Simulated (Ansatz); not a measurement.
Ir:

```
CELL_PARAMETERS angstrom
0.00000 1.91560 1.91560
1.91560 0.00000 1.91560
1.91560 1.91560 0.00000
ATOMIC_POSITIONS crystal
Ir 0.00000 0.00000 0.00000
```

A run of Ansatz 0.2.0 on this cell left the log below. Logs are shortened: lines on timing, memory, paths and dates and some standing lists are left out, and cuts for length are marked.

```text
Warning: RAYON_NUM_THREADS=1 ignored (pool sized by the plan → 1); use --threads N
The last accepted step is kept in <dir> (removed where the run ends without a failure and the disk answers)
LAPW: plane waves up to 8.968 Å⁻¹, error target 1.0e-3 eV per atom; small_component_spin mean_spin; Ir in spheres of 1.314 Å, 41 of its electrons in bands, Dirac shells [] (how accurate: hamiltonian.pseudopotentials.lapw.basis_error, Limitations)
Engine: ansatz 0.2.0, aarch64-unknown-linux-gnu
Pseudopotentials: kind: all_electron
Pseudopotential: Ir, LAPW, valence charge 41, lapw/all_electron/scalar/gaussian/Ir, Koelling and Harmon's equation, gaussian nucleus
Functional definition: PBEsol
  exchange = pbesol_x
  correlation = pbesol_c
Crystal: 1 atoms, lattice volume = 14.059 Å³
Basis set: ecut = 306.4011395937046 eV, 169 PW (Γ), exchange–correlation at level 2
Bands: 25, of which v1, the nominal top of the filled ones, is band 21 counted from 1 (20 counted from 0)
Symmetry: 48 space group operations
Space group: Fm-3m (ITA 225), of the structure as read, at distance tolerance 2.4e-5 Å
k-points: 72 of 1728
Non-local potential: Ir, projectors of the file, none
Initial density: superposition of atomic densities (chi_scale 0.1, normalization cell)
Initial wavefunctions: plane waves of lowest kinetic energy (no species holds an atomic orbital)
Functional: x = pbesol(κ = 0.804, μ = 0.12345679012345678), c = pbesol(β = 0.046)
iter 1 solved again at ethr=7.75e-5 eV; its pass at ethr=1.00e-1 eV (dr2=3.18e-2 eV) is discarded
SCF iter   1: F=—  HF=-484889.837605 eV  |F-HF|=—  |Δ(HF+E_count)|=         —  Δρ=2.26e-2  dr2=3.20e-2  ethr=7.75e-5  ⟨swp⟩=3.0  Hψ=11552  notcnv=0
preconditioner: auto → none  [metal: Δε(μ)=0.010 eV  Ē_g=14.237 eV  σ=0.050 eV  W_gap=0.05  n_scr=8 (ndim 8)  ℏωp=29.7 eV  f_vac=0.000  D(μ)=0.51/eV (n_scr^D=0)  sad-step TF]
SCF iter   2: F=—  HF=-484889.750866 eV  |F-HF|=—  |Δ(HF+E_count)|=   8.67e-2  Δρ=7.90e-3  dr2=4.80e-3  ethr=7.75e-5  ⟨swp⟩=2.0  Hψ=5481  notcnv=0
SCF iter   3: F=—  HF=-484889.747466 eV  |F-HF|=—  |Δ(HF+E_count)|=         —  Δρ=4.33e-3  dr2=1.41e-3  ethr=1.17e-5  ⟨swp⟩=2.0  Hψ=5179  notcnv=0
the basis was enlarged: its passes take 529.6 KiB over the memory plan, 1 of 1 planned eigensolver slots
iter 4 solved again at ethr=2.59e-7 eV; its pass at ethr=3.44e-6 eV (dr2=1.06e-4 eV) is discarded
[... 24 lines left out ...]
iter 1 solved again at ethr=3.75e-12 eV; its pass at ethr=1.00e-1 eV (dr2=1.54e-9 eV) is discarded
SCF iter   1: F=—  HF=-484889.747490 eV  |F-HF|=—  |Δ(HF+E_count)|=         —  Δρ=3.11e-6  dr2=8.19e-10  ethr=5.90e-12 (applied; sched 3.75e-12)  ⟨swp⟩=7.7  Hψ=14323  notcnv=0  reapply=57
SCF iter   2: F=-484889.747490 eV  HF=-484889.747490 eV  |F-HF|=3.20e-9  |Δ(HF+E_count)|=   2.53e-8  Δρ=1.84e-6  dr2=4.16e-10  ethr=4.27e-12 (applied; sched 2.00e-12)  ⟨swp⟩=2.7  Hψ=5232  notcnv=0
SCF 4 converged in 2 iterations: F = -484889.747490 eV  dr2 = 4.16e-10
relax step   4: F+E_penalty+E_count = -484889.74749034 eV  Δ(F+E_penalty+E_count) = -2.282e-8 eV  max|allowed force component| = 0.000e0 eV/Å  Δτ_max = 0.0000 Å  P = -0.005 GPa  Ω = 14.033 Å³  stress off target by 4.64e-3 GPa  SCF on the basis re-selected at this cell (its energy is not comparable with the rows above)  (2 SCF iters)
basis re-selected at this cell: Δ(F+E_penalty+E_count) = -2.282e-8 eV, ΔP = -0.000 GPa vs the last step (what re-selecting the basis moved, after the strain that the cell walked since its last selection, with what the two solves' SCF thresholds leave and, on support functions, any second-order correction that the steps lacked; it is no measure of the basis error at this ecutwfc). This SCF's stress stands 4.64e-3 GPa from its target on what of the cell is left free (relax.cell.stress_tol is 5.00e-2 GPa) and its largest allowed force component is 0.00e0 eV/Å (relax.f_tol is 2.00e-2 eV/Å): within both
SCF converged after 2 iterations
Free energy (F): -484889.747490 eV
Harris-Foulkes:  -484889.747490 eV  (|F-HF|=3.20e-9)
Internal energy: -484889.742782 eV  (E = F + TS)
E sigma→0 (E₀):  -484889.745136 eV
Entropy (-TS):   -0.004708 eV (-4.708 meV/atom)
Fermi energy:    32.180671 eV
--- Per-component energies (eV) ---
  E_band       = -2859.423448
  E_kinetic    = 548621.610516
  E_xc         = -9337.968570
  E_electrostatic = -1024173.384728  (all electrons and nuclei)
  E_smearing   = -0.004708  (= −TS)
  E_closure    = 0.000000  (closes the sum)
  E_atoms      = -484879.537261  (free atoms, spherical and without spin; not in F)
  Σ components = -484889.747490   (vs F -484889.747490, Δ=0.00e0)
  Basis errors (estimates in eV, not in F): energy 2.5e-4 per atom: plane waves 2.1e-4 (1.1e-4 summed), levels above the bands 2.3e-101, relativity 6.6e-8, radial functions 3.9e-5, core shells 1.1e-6; eigenvalues (radial functions only) 1.7e-6; not estimated: angular momenta, meshes, grids; target (lapw.basis_error) 1.0e-3; muffin-tin radii Ir 1.313 Å
--- Forces (eV/Å), atoms counted from 1 ---
  atom   1  Ir     0.00000000     0.00000000    -0.00000000
  max |Σ_I F_I| component: 1.48e-31 eV/Å
--- Stress (GPa, compression-positive) ---
       -0.004640      -0.000000      -0.000000
       -0.000000      -0.004640      -0.000000
       -0.000000      -0.000000      -0.004640
  P = ⅓ Tr σ = -0.0046 GPa (-0.046 kbar)
--- Relaxed structure (3 steps of the walk, 2 accepted, 1 SCFs on fresh bases) ---
  F+E_penalty+E_count = -484889.74749034 eV   max|allowed force component| = 0.000e0 eV/Å   (the final SCF, on the basis selected at the relaxed cell)
  cell:  # Å, volume = 14.0325 Å³
    - [3.980759400699677e-37, 1.9144106901239812, 1.9144106901239812]
    - [1.9144106901239812, -7.961518801399364e-37, 1.9144106901239812]
    - [1.9144106901239812, 1.9144106901239812, -3.383645490594728e-36]
  atoms:
    - { symbol: Ir, position: [0.0, 0.0, 0.0] }
```

**Question.** What input gives this log?

**Answer.** Relaxation of cell and atoms with PBEsol, no spin polarisation. The files as run (others can give the same):

input.yaml
```yaml
crystal:
  lattice:
    - [0.0, 1.9156, 1.9156]
    - [1.9156, 0.0, 1.9156]
    - [1.9156, 1.9156, 0.0]
  atoms:
    - { symbol: Ir, position: [0.0, 0.0, 0.0] }
kpoints:
  mp_grid: { grid: [12, 12, 12] }
scf:
  occupations: { method: fermi_dirac, width: 0.05 }
hamiltonian:
  xc: pbesol
  pseudopotentials: { kind: all_electron, lapw: { basis_error: 0.001 } }
output:
  forces: true
  stress: true
relax:
  f_tol: 0.02
  max_steps: 60
  cell: {}
```

Potentials or basis: all-electron LAPW, scalar-relativistic.
Launch:
```bash
$ ansatz run input.yaml --threads 1 --pin off --max-ram 3072MiB --backend cpu --events-out ev --progress --plain --runs-dir out
```
